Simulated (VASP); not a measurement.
Set up this calculation in VASP 6.6.1, as the native input.

* Task: single point
* Functional: PBE
* Potentials or basis: VASP PAW PBE potentials, release 64 (Ga_d, N)
* Cutoff: 520 eV
* k mesh: 14 × 14 × 14
* Occupations: gaussian, width 0.05 eV
* Spin: no spin polarisation
* Dipole correction: no
* Further INCAR settings: ALGO = Fast; EDIFF = 1e-06; NBANDS = 16

The structure of GaN lies in POSCAR:

```
GaN
1.0
    0.0000000000      2.2163952824      2.2163952824
    2.2163952824      0.0000000000      2.2163952824
    2.2163952824      2.2163952824      0.0000000000
Ga N
1 1
Direct
    0.0000000000      0.0000000000      0.0000000000
    0.5000000000      0.5000000000      0.5000000000
```

Measurements of this composition are mostly on another form, of space group No. 186.

The cell isn't the ideal one: strained and moved within the space group.

One way to write it, as run:

INCAR

```
SYSTEM = GaN
  ALGO = Fast
  EDIFF = 1E-6
  ENCUT = 520
  GGA = PE
  ISIF = 2
  ISMEAR = 0
  LASPH = .TRUE.
  LCHARG = .FALSE.
  LREAL = .FALSE.
  LWAVE = .FALSE.
  NBANDS = 16
  NELM = 60
  PREC = Accurate
  SIGMA = 0.05
```

KPOINTS

```
k-points
0
G
  14 14 14
  0 0 0
```

Potentials or basis: VASP PAW PBE potentials, release 64 (Ga_d, N).

The run is started by

```sh
$ cat potpaw_PBE.64/Ga_d/POTCAR potpaw_PBE.64/N/POTCAR > POTCAR
$ mpirun -np 1 vasp_std > vasp.out
```

Results of the run:

The pressure is -17.2 GPa and the band gap on the k mesh is none (metal or under the smearing width).

Caveat: so large a pressure means that the cell lies far from this level's equilibrium, or that cutoff or potentials fall short.

Run time: 26 s on 1 thread of Intel(R) Xeon(R) Platinum 8488C (Sapphire Rapids) (shared host), peak memory 0.15 GiB.
